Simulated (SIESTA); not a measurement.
MoS2:

```
Mo S
1.0
     1.58000    0.91221    6.15000
    -1.58000    0.91221    6.15000
     0.00000   -1.82443    6.15000
Mo S
1 2
Direct
  0.00000 0.00000 0.00000
  0.41700 0.41700 0.41700
  0.25000 0.25000 0.25000
```

Measurements of this composition are mostly on another form, of space group No. 194.

Base run:

```yaml
Program: SIESTA 5.4.2
Functional: PBEsol
Potentials_or_basis: PseudoDojo 0.4 standard (PBEsol files)
Basis: DZP (energy shift 0.003 Ry; two zetas on semicore shells)
Grid_cutoff: 800 Ry
Energy_shift: 0.003 Ry
k_mesh: 10 × 10 × 10
Occupations: fermi-dirac, width 0.05 eV
Spin: no spin polarisation
```

Its results: band gap on the k mesh 0.97 eV, indirect (least direct gap 1.99 eV); pressure 3.4 GPa; largest force 0.710 eV/Å.

Problem. The run is repeated on the same cell with these changes: functional from PBEsol to LDA; potentials or basis from PseudoDojo 0.4 standard (PBEsol files) to PseudoDojo 0.4 standard (LDA files). What comes out?

Solution. Band gap on the k mesh 0.94 eV, indirect (least direct gap 1.99 eV); pressure 0.6 GPa; largest force 0.535 eV/Å.

Caveats: the basis of atomic orbitals isn't converged, which shifts pressures, moduli and gaps.

Not every run made on this cell is shown here.
